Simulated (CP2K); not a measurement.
Runs of CP2K 2026.2 on As. It takes space group R-3m (No. 166, trigonal). Conventional cell: a = 3.762 Å, b = 3.762 Å, c = 10.542 Å, α = 90.00°, β = 90.00°, γ = 120.00°. As (site symmetry 3m) has 3 As at 2.51 Å as nearest neighbours. 

| task | level | potentials or basis | cell | k mesh | smearing | EPS_DEFAULT | k points reduced by the point group | NGRIDS | basis sets | potentials | gap on the mesh (eV) | pressure (GPa) | largest force (eV/Å) |
| --- | --- | --- | --- | --- | --- | --- | --- | --- | --- | --- | --- | --- | --- |
| band structure | PBEsol | POTENTIAL_UZH As GTH-PBE-q5; TZVP-MOLOPT-PBE-GTH basis | as given | 9 × 9 × 9 | fermi-dirac 0.0259 eV | 1.0E-9 | yes | 4 | As TZVP-MOLOPT-PBE-GTH-q5 | As GTH-PBE-q5 of POTENTIAL_UZH | none | 2.7 | 0.64 |
| relaxation of cell and atoms | PBE | POTENTIAL_UZH As GTH-PBE-q5; TZVP-MOLOPT-PBE-GTH basis | relaxed | 7 × 7 × 7 | fermi-dirac 0.01 eV | 1.0E-9 | - | 5 | As TZVP-MOLOPT-PBE-GTH-q5 | As GTH-PBE-q5 of POTENTIAL_UZH | none | 0.0 | 0.01 |
| relaxation of cell and atoms | PBEsol | POTENTIAL_UZH As GTH-PBE-q5; TZVP-MOLOPT-PBE-GTH basis | relaxed | 7 × 7 × 7 | fermi-dirac 0.05 eV | 1.0E-9 | - | 4 | As TZVP-MOLOPT-PBE-GTH-q5 | As GTH-PBE-q5 of POTENTIAL_UZH | 0.13 | 0.0 | 0.05 |
| band structure | PBE | POTENTIAL_UZH As GTH-PBE-q5; TZVP-MOLOPT-PBE-GTH basis | as given | 9 × 9 × 9 | fermi-dirac 0.0259 eV | 1.0E-9 | yes | 4 | As TZVP-MOLOPT-PBE-GTH-q5 | As GTH-PBE-q5 of POTENTIAL_UZH | none | (a) | 0.53 |
| band structure | r2SCAN | POTENTIAL_UZH As GTH-SCAN-q5; TZVP-MOLOPT-SCAN-GTH basis | as given | 9 × 9 × 9 | fermi-dirac 0.0259 eV | 1.0E-9 | yes | 4 | As TZVP-MOLOPT-SCAN-GTH-q5 | As GTH-SCAN-q5 of POTENTIAL_UZH | none | 0.9 | 0.09 |
| relaxation of cell and atoms | LDA | GTH_POTENTIALS As GTH-PADE-q5; TZVP-MOLOPT-PBE-GTH basis | relaxed | 7 × 7 × 7 | fermi-dirac 0.05 eV | 1.0E-9 | - | 4 | As TZVP-MOLOPT-PBE-GTH-q5 | As GTH-PADE-q5 of GTH_POTENTIALS | 0.13 | 0.0 | 0.05 |
| band structure | LDA | GTH_POTENTIALS As GTH-PADE-q5; TZVP-MOLOPT-PBE-GTH basis | as given | 9 × 9 × 9 | fermi-dirac 0.1 eV | 1.0E-9 | yes | 4 | As TZVP-MOLOPT-PBE-GTH-q5 | As GTH-PADE-q5 of GTH_POTENTIALS | none | -1.2 | (b) |
| band structure | PBEsol | POTENTIAL_UZH As GTH-PBE-q5; TZVP-MOLOPT-PBE-GTH basis | as given | 9 × 9 × 9 | fermi-dirac 0.01 eV | 1.0E-10 | yes | 4 | As TZVP-MOLOPT-PBE-GTH-q5 | As GTH-PBE-q5 of POTENTIAL_UZH | none | 2.7 | 0.64 |

Alike in all rows: no spin polarisation.

**Question.** Estimate the missing entries.

**Answer.** (a) 4.4; (b) 0.26.

Caveats: the basis of atomic orbitals isn't converged, which shifts pressures, moduli and gaps; the potentials were made for another functional, which shifts forces and pressure (some runs); more than 0.5 GPa of stress was left at the end, so the final cell isn't listed (some runs); an odd mesh through Γ misses points on the zone boundary, where band edges often lie (some runs); the printed path begins after the first move (some runs).

A k mesh can miss the band edges, and the runs leave out spin-orbit coupling on As.

A gap of «none» marks a metal or a gap under the smearing width.

Not every run made on this cell is shown here.
